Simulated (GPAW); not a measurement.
**HfN: single point with PBE**

The system is HfN.

```
Hf N
1.0
     0.00000    2.25600    2.25600
     2.25600    0.00000    2.25600
     2.25600    2.25600    0.00000
Hf N
1 1
Direct
  0.00000 0.00000 0.00000
  0.50000 0.50000 0.50000
```

```
Program             : GPAW 26.7.0
Task                : single point
Functional          : PBE
Potentials or basis : GPAW PAW data sets (gpaw-data 1.2.1)
Cutoff              : 800 eV
Basis               : pw
k mesh              : 10 × 10 × 10
Occupations         : fermi-dirac, width 0.05 eV
Spin                : no spin polarisation
Maxiter             : 150
```

The pressure is 6.7 GPa and the band gap on the k mesh is none (metal or under the smearing width).

Levels at points of the mesh, in eV from the Fermi level:
```
           k point  band 6  band 7  band 8  band 9  band 10  band 11  band 12  band 13
(0.00, 0.00, 0.00)   -3.06   -3.06   -3.06   -0.40    -0.40    -0.40     1.82     1.92
(0.50, 0.50, 0.00)   -5.49   -3.87   -3.75   -3.75     4.06     5.49     5.49     5.59
(0.50, 0.50, 0.50)   -8.95   -6.25   -6.25    3.24     3.67     3.67     4.42     8.80
```

Wall time 18 s on 1 thread of Intel(R) Xeon(R) Platinum 8375C CPU @ 2.90GHz (Ice Lake), with other jobs on the host, peak memory 0.16 GiB.

Spin-orbit coupling is left out, which matters for the levels of Hf.
